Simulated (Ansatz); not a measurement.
The geometry is COD entry 1538565, unchecked; take it as a test cell.

A run on InP: DFT, PBE, all-electron LAPW, scalar-relativistic (Ansatz 0.2.0). The input:

```yaml
crystal:
  lattice:
    - [0.0, 2.855, 2.855]
    - [2.855, 0.0, 2.855]
    - [2.855, 2.855, 0.0]
  atoms:
    - { symbol: In, position: [0.0, 0.0, 0.0] }
    - { symbol: P, position: [0.5, 0.5, 0.5] }
kpoints:
  mp_grid: { grid: [11, 11, 11] }
scf:
  occupations: { method: fermi_dirac, width: 0.03 }
hamiltonian:
  xc: pbe
  pseudopotentials:
    kind: all_electron
    lapw: { basis_error: 0.00025, muffin_tin_radii: { In: 1.599, P: 1.599 } }
output:
  forces: true
  stress: true
  eigenvalues: true
```

Is the run sound, and if not, why?

No. The input was rejected before any iteration. The typed spheres overlap: twice 1.599 Å exceeds the shortest distance, 2.855 Å; smaller radii, or none typed, cure it. It says:
```
Error: `kind: all_electron` solves this crystal on LAPW (the input types lapw, or this build lists no dataset of some species for it), and no LAPW basis is found for it: the given muffin-tin radii of P and In, or the smallest supported ones, add up to 3.198 Å, and 2.855 Å are free between these atoms; give smaller radii, or leave one out; where each species has a listed dataset, leave lapw and dirac_shells out and run without spin–orbit coupling, or set another kind (and leave the keys of all_electron out)
```
 The same cell converged in the base run, which differs by not having this change: all sphere radii typed as 1.599 A.
